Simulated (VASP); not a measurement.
# BeTe (F-43m) in VASP: settings compared

Aim: see how the results for BeTe move with the level of theory and the settings. Levels: r2SCAN, PBEsol. Tasks: relaxation of cell and atoms, relaxation of the atoms.

Program: VASP 6.6.1. These are calculated values, not measurements. Logs are shortened: lines on timing, memory, paths and dates and some standing lists are left out, and cuts for length are marked.

## 1. The structure

The structure is cubic, space group F-43m (No. 216). The conventional cell has a = 5.662 Å, b = 5.662 Å, c = 5.662 Å, α = 90.00°, β = 90.00°, γ = 90.00°. Be (site symmetry -43m) has 4 Te at 2.45 Å as nearest neighbours. Te (site symmetry -43m) is surrounded by 4 Be at 2.45 Å.

## 2. Relaxation of cell and atoms, r2SCAN

INCAR

```
PREC = Accurate
ENCUT = 600
EDIFF = 1E-7
ISMEAR = 0
SIGMA = 0.03
LREAL = F
LASPH = T
NELM = 80
ALGO = Normal
ISIF = 3
LWAVE = F
LCHARG = F
METAGGA = R2SCAN
LMIXTAU = T
IBRION = 2
NSW = 90
EDIFFG = -0.005
```

KPOINTS

```
Automatic mesh
0
Gamma
  8 8 8
```

POSCAR

```
BeTe                                    
1.0
    0.0000000000      2.8310836128      2.8310836128
    2.8310836128      0.0000000000      2.8310836128
    2.8310836128      2.8310836128      0.0000000000
  Be              Te            
     1     1
Direct
     0.0000000000000000    0.0000000000000000    0.0000000000000000
     0.2500000000000000    0.2500000000000000    0.2500000000000000
```

Potentials or basis: VASP PAW PBE potentials, release 64 (Be, Te).

Launch:

```console
> cat potpaw_PBE.64/Be/POTCAR potpaw_PBE.64/Te/POTCAR > POTCAR
> mpirun -np 1 vasp_std > vasp.out
```

OUTCAR:

```text
PREC = Accurate
   ENCUT = 600
   EDIFF = 1E-7
   ISMEAR = 0
   LREAL = F
   LASPH = T
   NELM = 80
   ISIF = 3
   METAGGA = R2SCAN
   IBRION = 2
   NSW = 90
   EDIFFG = -0.005

 ion  position               nearest neighbor table
   1  0.000  0.000  0.000-   2 2.45   2 2.45   2 2.45   2 2.45
   2  0.250  0.250  0.250-   1 2.45   1 2.45   1 2.45   1 2.45

  LATTYP: Found a face centered cubic cell.
 ALAT       =     5.6621672256

  Lattice vectors:

 A1 = (   0.0000000000,   2.8310836128,   2.8310836128)
 A2 = (   2.8310836128,   0.0000000000,   2.8310836128)
 A3 = (   2.8310836128,   2.8310836128,   0.0000000000)

Analysis of symmetry for initial positions (statically):
=====================================================================
 Subroutine PRICEL returns:
 Original cell was already a primitive cell.

 Routine SETGRP: Setting up the symmetry group for a
 face centered cubic supercell.

 Subroutine GETGRP returns: Found 24 space group operations
 (whereof 24 operations were pure point group operations)
 out of a pool of 48 trial point group operations.

The static configuration has the point symmetry T_d .

Analysis of symmetry for dynamics (positions and initial velocities):
=====================================================================
 Subroutine PRICEL returns:
 Original cell was already a primitive cell.

 Routine SETGRP: Setting up the symmetry group for a
 face centered cubic supercell.

 Subroutine GETGRP returns: Found 24 space group operations
 (whereof 24 operations were pure point group operations)
 out of a pool of 48 trial point group operations.

The dynamic configuration has the point symmetry T_d .

 Subroutine INISYM returns: Found 24 space group operations
 (whereof 24 operations are pure point group operations),
 and found     1 'primitive' translations

----------------------------------------------------------------------------------------

                                     Primitive cell

  volume of cell :      45.3825

  direct lattice vectors                    reciprocal lattice vectors
     0.000000000  2.831083613  2.831083613    -0.176610821  0.176610821  0.176610821
     2.831083613  0.000000000  2.831083613     0.176610821 -0.176610821  0.176610821
     2.831083613  2.831083613  0.000000000     0.176610821  0.176610821 -0.176610821

  length of vectors
     4.003756841  4.003756841  4.003756841     0.305898914  0.305898914  0.305898914

  position of ions in fractional coordinates (direct lattice)
     0.000000000  0.000000000  0.000000000
     0.250000000  0.250000000  0.250000000

  ion indices of the primitive-cell ions
   primitive index   ion index
                 1           1
                 2           2

----------------------------------------------------------------------------------------

 KPOINTS: Automatic mesh

Automatic generation of k-mesh.
 Grid dimensions read from file:
 generate k-points for:    8    8    8

 Generating k-lattice:

  Cartesian coordinates                     Fractional coordinates (reciprocal lattice)
    -0.022076353  0.022076353  0.022076353     0.125000000  0.000000000  0.000000000
     0.022076353 -0.022076353  0.022076353     0.000000000  0.125000000  0.000000000
     0.022076353  0.022076353 -0.022076353     0.000000000  0.000000000  0.125000000

  Length of vectors
     0.038237364  0.038237364  0.038237364

  Shift w.r.t. Gamma in fractional coordinates (k-lattice)
     0.000000000  0.000000000  0.000000000

 Subroutine IBZKPT returns following result:
 ===========================================

 Found     29 irreducible k-points:

 Following reciprocal coordinates:
            Coordinates               Weight
  0.000000  0.000000  0.000000      1.000000
  0.125000  0.000000  0.000000      8.000000
  0.250000  0.000000  0.000000      8.000000
  0.375000  0.000000  0.000000      8.000000
  0.500000  0.000000  0.000000      4.000000
  0.125000  0.125000  0.000000      6.000000
[... 16 lines left out ...]
  0.500000  0.250000  0.125000     48.000000
 -0.375000  0.250000  0.125000     24.000000
 [... further k-points ...]
   k-points           NKPTS =     29   k-points in BZ     NKDIM =     29   number of bands    NBANDS=      8
   number of dos      NEDOS =    301   number of ions     NIONS =      2
   total plane-waves  NPLWV =  32768
   dimension x,y,z NGX =    32 NGY =   32 NGZ =   32
   dimension x,y,z NGXF=    64 NGYF=   64 NGZF=   64
   ions per type =               1   1
   NGX,Y,Z   is equivalent  to a cutoff of  13.29, 13.29, 13.29 a.u.
   NGXF,Y,Z  is equivalent  to a cutoff of  26.57, 26.57, 26.57 a.u.
 SYSTEM =  unknown system
   PREC   = accura    normal or accurate (medium, high low for compatibility)
   ISTART =      0    job   : 0-new  1-cont  2-samecut
   ICHARG =      2    charge: 1-file 2-atom 10-const
   ISPIN  =      1    spin polarized calculation?
   LNONCOLLINEAR =      F non collinear calculations
[... 73 lines left out ...]
  band No.  band energies     occupation
      1      -7.7668      2.00000
      2       3.4503      2.00000
      3       4.5244      2.00000
      4       4.5244      2.00000
      5       8.7628      0.00000
      6       9.1386      0.00000
      7       9.1386      0.00000
      8      10.3777      0.00000

 k-point     3 :       0.2500    0.0000    0.0000
  band No.  band energies     occupation
      1      -7.3424      2.00000
      2       1.3969      2.00000
      3       4.0822      2.00000
      4       4.0822      2.00000
      5       8.5225      0.00000
      6       9.6828      0.00000
      7       9.6828      0.00000
      8      12.3858      0.00000

 k-point     4 :       0.3750    0.0000    0.0000
  band No.  band energies     occupation
      1      -6.8020      2.00000
      2      -0.2410      2.00000
      3       3.7375      2.00000
      4       3.7375      2.00000
      5       8.3317      0.00000
      6       9.8157      0.00000
      7       9.8157      0.00000
      8      13.2726      0.00000

 k-point     5 :       0.5000    0.0000    0.0000
  band No.  band energies     occupation
      1      -6.5199      2.00000
      2      -0.9014      2.00000
      3       3.6130      2.00000
      4       3.6130      2.00000
      5       8.2638      0.00000
      6       9.7814      0.00000
      7       9.7814      0.00000
      8      13.2308      0.00000

 k-point     6 :       0.1250    0.1250    0.0000
  band No.  band energies     occupation
      1      -7.7152      2.00000
      2       3.6681      2.00000
      3       4.1027      2.00000
      4       4.1027      2.00000
      5       8.4089      0.00000
      6       9.7649      0.00000
      7       9.7649      0.00000
      8      10.1018      0.00000

 k-point     7 :       0.2500    0.1250    0.0000
  band No.  band energies     occupation
      1      -7.3789      2.00000
      2       2.0060      2.00000
      3       3.6112      2.00000
      4       3.7797      2.00000
      5       8.5256      0.00000
      6       9.7647      0.00000
      7      10.5324      0.00000
      8      11.0697      0.00000
[... 133 lines left out ...]
 k-point    20 :      -0.3750    0.3750    0.0000
  band No.  band energies     occupation
      1      -6.0263      2.00000
      2      -0.1383      2.00000
      3       0.8382      2.00000
      4       2.4951      2.00000
      5       7.8550      0.00000
      6      10.4846      0.00000
      7      13.2498      0.00000
      8      13.6229      0.00000

 k-point    21 :       0.5000    0.5000    0.0000
  band No.  band energies     occupation
      1      -6.0008      2.00000
      2      -0.4966      2.00000
      3       2.0727      2.00000
      4       2.0727      2.00000
      5       7.1317      0.00000
      6       7.7690      0.00000
      7      15.2232      0.00000
      8      15.2232      0.00000

 k-point    22 :       0.3750    0.2500    0.1250
  band No.  band energies     occupation
      1      -6.9907      2.00000
      2       1.1290      2.00000
      3       2.4886      2.00000
      4       3.5256      2.00000
      5       8.7780      0.00000
      6      10.0774      0.00000
      7      10.6206      0.00000
      8      11.5558      0.00000

 k-point    23 :       0.5000    0.2500    0.1250
  band No.  band energies     occupation
      1      -6.5100      2.00000
      2       0.0370      2.00000
      3       1.9370      2.00000
      4       3.0639      2.00000
      5       9.2408      0.00000
      6       9.8887      0.00000
      7      11.1886      0.00000
      8      12.2060      0.00000

 k-point    24 :      -0.3750    0.2500    0.1250
  band No.  band energies     occupation
      1      -6.2674      2.00000
      2      -0.4759      2.00000
      3       1.8232      2.00000
      4       2.8374      2.00000
      5       9.4435      0.00000
      6       9.5412      0.00000
      7      11.9798      0.00000
      8      13.1332      0.00000

 [... further k-points ...]

------------------------ aborting loop because EDIFF is reached ----------------------------------------

  FORCE on cell =-STRESS in cart. coord.  units (eV):
  Direction    XX          YY          ZZ          XY          YZ          ZX
  --------------------------------------------------------------------------------------
  -------------------------------------------------------------------------------------
  Total        0.0094695      0.0094695      0.0094695      0.0000000      0.0000000     -0.0000000
  in kB        0.3343086      0.3343086      0.3343086      0.0000000      0.0000000     -0.0000000
  external PRESSURE =       0.3343086 kB  Pullay stress =       0.0000000 kB

 VOLUME and BASIS-vectors are now :
 -----------------------------------------------------------------------------
  energy-cutoff  :      600.00
  volume of cell :       45.38
      direct lattice vectors                 reciprocal lattice vectors
     0.000000000  2.831083613  2.831083613    -0.176610821  0.176610821  0.176610821
     2.831083613  0.000000000  2.831083613     0.176610821 -0.176610821  0.176610821
     2.831083613  2.831083613  0.000000000     0.176610821  0.176610821 -0.176610821

 POSITION                                       TOTAL-FORCE (eV/Angst)
 -----------------------------------------------------------------------------------
      0.00000      0.00000      0.00000        -0.000000     -0.000000     -0.000000
      1.41554      1.41554      1.41554         0.000000      0.000000      0.000000
 -----------------------------------------------------------------------------------
    total drift:                                0.000000      0.000000      0.000000

  FREE ENERGIE OF THE ION-ELECTRON SYSTEM (eV)
  ---------------------------------------------------
  free  energy   TOTEN  =       -30.6854915210 eV

  energy  without entropy=      -30.6854915210  energy(sigma->0) =      -30.68549152

 reached required accuracy - stopping structural energy minimisation
```

Run time: 33 s. Hardware: 1 thread of Intel Xeon Platinum 8488C (Sapphire Rapids), shared host; peak memory 0.18 GiB.

Results:

| Property | Result |
| --- | --- |
| Free energy | -30.6855 eV |
| Pressure after relaxing | 0.0 GPa |
| Band gap on the k mesh | 2.37 eV, indirect (least direct gap 4.03 eV) |

Final structure:
```
CELL_PARAMETERS angstrom
0.00000 2.83108 2.83108
2.83108 0.00000 2.83108
2.83108 2.83108 0.00000
ATOMIC_POSITIONS crystal
Be 0.00000 0.00000 0.00000
Te 0.25000 0.25000 0.25000
```

Caveat: the relaxation stopped at its first step, so nothing moved; the PAW data sets were made with another functional, which shifts forces and pressure a little; spin-orbit coupling is left out, which moves the levels of the heavy elements. r2SCAN opens gaps a little over a GGA but as a rule still falls short of measured ones.

## 3. Relaxation of cell and atoms, PBEsol

This run uses another cell than the first one, of 21.25 Å³/atom, 0.937 times its volume.

INCAR

```
PREC     = Accurate       # precision mode
ENCUT    = 600            # plane-wave cutoff, eV
EDIFF    = 1E-6           # SCF threshold, eV
ISMEAR   = 0              # smearing method
SIGMA    = 0.03           # smearing width, eV
LREAL    = False          # projectors in reciprocal space
LASPH    = True           # aspherical terms in the spheres
NELM     = 80             # most SCF steps
ALGO     = Normal         # electronic algorithm
ISIF     = 3              # what is computed and relaxed
LWAVE    = False          # write WAVECAR
LCHARG   = False          # write CHGCAR
GGA      = PS             # functional
IBRION   = 2              # ionic algorithm
NSW      = 90             # ionic steps
EDIFFG   = -0.01          # ionic threshold
```

KPOINTS

```
regular mesh
0
Gamma
  8 8 8
```

POSCAR

```
BeTe
1.0
    0.0000000000      2.7700000000      2.7700000000
    2.7700000000      0.0000000000      2.7700000000
    2.7700000000      2.7700000000      0.0000000000
Be Te
1 1
Direct
    0.0000000000      0.0000000000      0.0000000000
    0.2500000000      0.2500000000      0.2500000000
```

Potentials or basis: VASP PAW PBE potentials, release 64 (Be, Te).

Launch:

```console
> cat potpaw_PBE.64/Be/POTCAR potpaw_PBE.64/Te/POTCAR > POTCAR
> mpirun -np 1 vasp_std > vasp.out
```

Run time: 15 s. Hardware: 1 thread of AMD EPYC 9R45 (Zen 5), shared host; peak memory 0.15 GiB.

Results (log left out):

```yaml
Free_energy: -8.2159 eV
Relaxed_volume: 22.10 Å³/atom
Relaxed_cell: a = 3.968 Å, b = 3.968 Å, c = 3.968 Å, α = 60.00°, β = 60.00°, γ = 60.00°
Space_group_after_relaxing_to_0.05_Å: F-43m (No. 216)
Energy_gained_by_relaxing: 6.5 meV/atom
Ionic_steps: 3
Pressure_after_relaxing: 0.0 GPa
Band_gap_on_the_k_mesh: 1.83 eV, indirect (least direct gap 3.59 eV)
```

Step by step:
| step | energy change (eV) | largest force (eV/Å) | pressure (GPa) | volume (Å³) |
| --- | --- | --- | --- | --- |
| 1 | 0.0000 | 0.0000 | 2.54 | 42.51 |
| 2 | -0.0122 | 0.0000 | -0.55 | 44.61 |
| 3 | -0.0129 | 0.0000 | 0.00 | 44.19 |

Final structure:
```
CELL_PARAMETERS angstrom
0.00000 2.80614 2.80614
2.80614 0.00000 2.80614
2.80614 2.80614 0.00000
ATOMIC_POSITIONS crystal
Be 0.00000 0.00000 0.00000
Te 0.25000 0.25000 0.25000
```

Levels at points of the mesh, in eV from the valence-band top:
| k point | band 1 | band 2 | band 3 | band 4 | band 5 | band 6 | band 7 | band 8 |
| --- | --- | --- | --- | --- | --- | --- | --- | --- |
| (0.00, 0.00, 0.00) | -12.40 | 0.00 | 0.00 | 0.00 | 3.59 | 3.59 | 3.59 | 3.81 |
| (0.50, 0.00, 0.00) | -11.03 | -5.64 | -1.15 | -1.15 | 3.06 | 4.55 | 4.55 | 7.66 |
| (0.50, 0.50, 0.00) | -10.52 | -5.19 | -2.70 | -2.70 | 1.83 | 2.60 | 9.77 | 9.77 |

Caveat: the PAW data sets were made with another functional, which shifts forces and pressure a little; spin-orbit coupling is left out, which moves the levels of the heavy elements.

## 4. Relaxation of cell and atoms, PBEsol

This run uses another cell than the first one, of 22.10 Å³/atom, 0.974 times its volume.

INCAR: that of step 3 with these lines changed.

```diff
@@ -2,3 +2,3 @@
 ENCUT    = 600            # plane-wave cutoff, eV
-EDIFF    = 1E-6           # SCF threshold, eV
+EDIFF    = 1E-7           # SCF threshold, eV
 ISMEAR   = 0              # smearing method
@@ -15,2 +15,2 @@
 NSW      = 90             # ionic steps
-EDIFFG   = -0.01          # ionic threshold
+EDIFFG   = -0.005         # ionic threshold
```

KPOINTS is that of step 3.

POSCAR

```
BeTe                                    
1.0
    0.0000000000      2.8061350130      2.8061350130
    2.8061350130     -0.0000000000      2.8061350130
    2.8061350130      2.8061350130      0.0000000000
  Be              Te            
     1     1
Direct
     0.0000000000000000    0.0000000000000000    0.0000000000000000
     0.2500000000000000    0.2500000000000000    0.2500000000000000
```

Launch:

```console
> cat potpaw_PBE.64/Be/POTCAR potpaw_PBE.64/Te/POTCAR > POTCAR
> mpirun -np 1 vasp_std > vasp.out
```

Wall time 7.6 s (1 thread of AMD EPYC 9R45 (Zen 5), shared host); peak memory 0.15 GiB.

Results (log left out):

```yaml
Free_energy: -8.2160 eV
Pressure_after_relaxing: 0.0 GPa
Band_gap_on_the_k_mesh: 1.83 eV, indirect (least direct gap 3.59 eV)
```

Final structure:
```
CELL_PARAMETERS angstrom
0.00000 2.80614 2.80614
2.80614 0.00000 2.80614
2.80614 2.80614 0.00000
ATOMIC_POSITIONS crystal
Be 0.00000 0.00000 0.00000
Te 0.25000 0.25000 0.25000
```

Levels at points of the mesh, in eV from the valence-band top:
| k point | band 1 | band 2 | band 3 | band 4 | band 5 | band 6 | band 7 | band 8 |
| --- | --- | --- | --- | --- | --- | --- | --- | --- |
| (0.00, 0.00, 0.00) | -12.40 | 0.00 | 0.00 | 0.00 | 3.59 | 3.59 | 3.59 | 3.81 |
| (0.50, 0.00, 0.00) | -11.03 | -5.64 | -1.15 | -1.15 | 3.06 | 4.55 | 4.55 | 7.66 |
| (0.50, 0.50, 0.00) | -10.52 | -5.19 | -2.70 | -2.70 | 1.83 | 2.60 | 9.77 | 9.77 |

Caveat: the relaxation stopped at its first step, so nothing moved; the PAW data sets were made with another functional, which shifts forces and pressure a little; spin-orbit coupling is left out, which moves the levels of the heavy elements. A k mesh can miss the band edges.

## 5. Relaxation of the atoms, PBEsol (a relaxed cell with its volume scaled by 0.94)

INCAR: that of step 4 with these lines changed.

```diff
@@ -8,4 +8,4 @@
 NELM     = 80             # most SCF steps
-ALGO     = Normal         # electronic algorithm
-ISIF     = 3              # what is computed and relaxed
+ALGO     = Fast           # electronic algorithm
+ISIF     = 2              # what is computed and relaxed
 LWAVE    = False          # write WAVECAR
@@ -14,3 +14,3 @@
 IBRION   = 2              # ionic algorithm
-NSW      = 90             # ionic steps
-EDIFFG   = -0.005         # ionic threshold
+NSW      = 40             # ionic steps
+EDIFFG   = -0.01          # ionic threshold
```

KPOINTS is that of step 4.

POSCAR

```
BeTe                                    
1.0
    0.0000000000      2.7488508779      2.7488508779
    2.7488508779      0.0000000000      2.7488508779
    2.7488508779      2.7488508779      0.0000000000
  Be              Te            
     1     1
Direct
     0.0000000000000000    0.0000000000000000    0.0000000000000000
     0.2500000000000000    0.2500000000000000    0.2500000000000000
```

Launch:

```console
> cat potpaw_PBE.64/Be/POTCAR potpaw_PBE.64/Te/POTCAR > POTCAR
> mpirun -np 1 vasp_std > vasp.out
```

It took 8 s on 1 thread of AMD EPYC 9R45 (Zen 5), shared host; peak memory 0.15 GiB.

The run converged. Its results:

```yaml
Free_energy: -8.1827 eV
Pressure_after_relaxing: 4.2 GPa
Band_gap_on_the_k_mesh: 1.67 eV, indirect (least direct gap 3.53 eV)
```

Final structure:
```yaml
crystal:
  lattice:
    - [0.00000, 2.74885, 2.74885]
    - [2.74885, 0.00000, 2.74885]
    - [2.74885, 2.74885, 0.00000]
  atoms:
    - { symbol: Be, position: [0.00000, 0.00000, 0.00000] }
    - { symbol: Te, position: [0.25000, 0.25000, 0.25000] }
```

Levels at points of the mesh, in eV from the valence-band top:
```
           k point  band 1  band 2  band 3  band 4  band 5  band 6  band 7  band 8
(0.00, 0.00, 0.00)  -12.84    0.00    0.00    0.00    3.53    3.53    3.53    4.27
(0.50, 0.00, 0.00)  -11.30   -6.06   -1.26   -1.26    3.23    4.52    4.52    7.63
(0.50, 0.50, 0.00)  -10.73   -5.53   -2.94   -2.94    1.67    2.50   10.17   10.17
```

Caveat: the relaxation stopped at its first step, so nothing moved; the PAW data sets were made with another functional, which shifts forces and pressure a little; spin-orbit coupling is left out, which moves the levels of the heavy elements.

## 6. Overview

| task | level | cell | gap on the mesh (eV) | pressure (GPa) |
| --- | --- | --- | --- | --- |
| relaxation of cell and atoms | r2SCAN | relaxed | 2.37 | 0.0 |
| relaxation of cell and atoms | PBEsol | relaxed | 1.83 | 0.0 |
| relaxation of the atoms | PBEsol | atoms relaxed from: a relaxed cell with its volume scaled by 0.94 | 1.67 | 4.2 |

Alike in all rows: potentials or basis VASP PAW PBE potentials, release 64 (Be, Te); no spin polarisation; k mesh 8 × 8 × 8; cutoff (eV) 600; smearing gaussian 0.03 eV.

Caveats: the relaxation stopped at its first step, so nothing moved; the PAW data sets were made with another functional, which shifts forces and pressure a little; spin-orbit coupling is left out, which moves the levels of the heavy elements.

Absolute energies hang on the potentials; compare differences alone.
